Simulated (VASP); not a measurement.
Wanted: the native input for a VASP 6.6.1 run.

```
Task                   : relaxation of cell and atoms
Functional             : LDA
Potentials or basis    : VASP PAW LDA potentials, release 64 (Hf_pv)
Cutoff                 : 600 eV
k mesh                 : 10 × 10 × 10
Occupations            : fermi-dirac, width 0.05 eV
Spin                   : no spin polarisation
Target pressure        : 20 GPa
Further INCAR settings : ALGO = Fast; EDIFF = 1e-07; IBRION = 2; EDIFFG = -0.01; NSW = 40; ISIF = 3
Target pressure        : 20 GPa
```

The structure of Hf lies in POSCAR:

```
Hf
1.0
    0.0000000000      2.2200000000      2.2200000000
    2.2200000000      0.0000000000      2.2200000000
    2.2200000000      2.2200000000      0.0000000000
Hf
1
Direct
    0.0000000000      0.0000000000      0.0000000000
```

This isn't the form of Hf at room conditions, which is hcp.

These files were run (other wordings do the same):

INCAR

```
SYSTEM = Hf
ALGO = Fast
EDIFF = 1E-7
EDIFFG = -0.01
ENCUT = 600
GGA = CA
IBRION = 2
ISIF = 3
ISMEAR = -1
LASPH = .True.
LCHARG = .False.
LREAL = .False.
LWAVE = .False.
NELM = 80
NSW = 40
PREC = Accurate
PSTRESS = 200
SIGMA = 0.05
```

KPOINTS

```
k-points
0
Gamma
  10 10 10
  0 0 0
```

Potentials or basis: VASP PAW LDA potentials, release 64 (Hf_pv).

Command:

```bash
$ cat potpaw_LDA.64/Hf_pv/POTCAR > POTCAR
$ mpirun -np 1 vasp_std > vasp.out
```

Results of the run:

* Relaxed volume: 18.13 Å³/atom
* Relaxed cell: a = 2.949 Å, b = 2.949 Å, c = 2.949 Å, α = 60.00°, β = 60.00°, γ = 60.00°
* Space group after relaxing (to 0.05 Å): Fm-3m (No. 225)
* Energy change on relaxing (the enthalpy is what falls): +130.5 meV/atom
* Ionic steps: 5
* Pressure after relaxing: 20.0 GPa
* Band gap on the k mesh: none (metal or under the smearing width)

Caveat: the cell is relaxed towards a set pressure, so the enthalpy falls and the energy may rise; the volume moved by over 15 % at a fixed basis, so the end points are rough.

Run time: 100 s on 1 thread of AMD EPYC 7R43 64-Core Processor (Zen 3), with other jobs on the host, peak memory 0.13 GiB.
